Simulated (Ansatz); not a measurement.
## Sn: energy along a strain

Sn, Fd-3m, a = 6.491 Å (as given, not relaxed at this level: 3.2 GPa). Ansatz: PBE, PAW, 420 eV, Γ-centred 12×12×12 mesh on 2 atoms, Gaussian smearing 0.15 eV; no spin polarisation. Cell vectors (Å): 0.000 3.246 3.246; 3.246 0.000 3.246; 3.246 3.246 0.000. The cell is strained by x per cent times the pattern (1 -1 0 0 0 0) in the order xx yy zz yz xz xy (engineering shears), with fractional coordinates held. y is the free energy over the start, V0 = 34.189 Å³/atom. Symmetry makes y even in x.

```tsv
x (%)	y (meV/atom)
-2.00	?
-1.00	0.68
0.00	0.00
0.25	0.04
0.50	0.17
0.75	0.39
1.25	1.07
1.50	1.54
1.75	2.09
```

**Question.** Fit y = c2 x² + c4 x⁴ to the other rows, get the stiffness along the pattern, and predict the missing energy.

**Answer.** Least squares on the rows shown. y = 0.6860 x² − 0.001052 x⁴. The clamped-ion stiffness p·C·p = 2 × 6.860 eV × 160.2 / 34.189 Å³ = 64 GPa (second derivative at the start, which stands under stress). At x = -2.00 the fit asked for gives 2.73 meV/atom. The run gave 2.73 meV/atom, the same to the digits shown.